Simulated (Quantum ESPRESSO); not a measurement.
The system is SnSe2.

```
Sn Se
1.0
     3.81100    0.00000    0.00000
    -1.90550    3.30042    0.00000
     0.00000    0.00000    6.13600
Sn Se
1 2
Direct
  0.00000 0.00000 0.00000
  0.66667 0.33333 0.75100
  0.33333 0.66667 0.24900
```

| Quantity | Value |
| --- | --- |
| Program | Quantum ESPRESSO 7.5 |
| Task | phonons |
| Functional | PBEsol |
| Potentials or basis | PseudoDojo 0.4.1 SR PBEsol standard |
| Cutoff | 1170 eV |
| Density cutoff | 4680 eV |
| k mesh | 4 × 4 × 2, shifted |
| Occupations | fermi-dirac, width 0.05 eV |
| Spin | no spin polarisation |
| Mixing beta | 0.5 |
| Most SCF iterations | 120 |
| SCF threshold | 6e-10 Ry |

The cell and the atoms were relaxed first, to 26.29 Å³/atom (a = 3.851 Å, b = 3.851 Å, c = 6.141 Å, α = 90.00°, β = 90.00°, γ = 120.00°), and the response was taken there.

```
Sn Se
1.0
     3.85114    0.00000    0.00000
    -1.92557    3.33518    0.00000
     0.00000    0.00000    6.14116
Sn Se
1 2
Direct
  0.00000 0.00000 0.00000
  0.66667 0.33333 0.74428
  0.33333 0.66667 0.25572
```

The first run showed a gap, so the response started from a second, tighter run with fixed occupations.

Problem. What is the highest optical frequency at the zone centre, leaving out the macroscopic field of polar modes?

Solution. 241 cm⁻¹, a mode of symmetry A2u (IR).

Optical modes at Γ, degenerate ones joined, polar ones without the macroscopic field:
| cm⁻¹ | components | symmetry | active in |
| --- | --- | --- | --- |
| 111 | 2 | Eg | Raman |
| 142 | 2 | Eu | IR |
| 178 | 1 | A1g | Raman |
| 241 | 1 | A2u | IR |

Caveat: the k mesh is coarse (spacing up to 0.51 Å⁻¹), so the values aren't converged; the layers were relaxed without a dispersion term, so their spacing and the soft interlayer modes are unreliable; this functional lacks dispersion, which binds the layers, so the pressure and a relaxed spacing across them are unreliable.
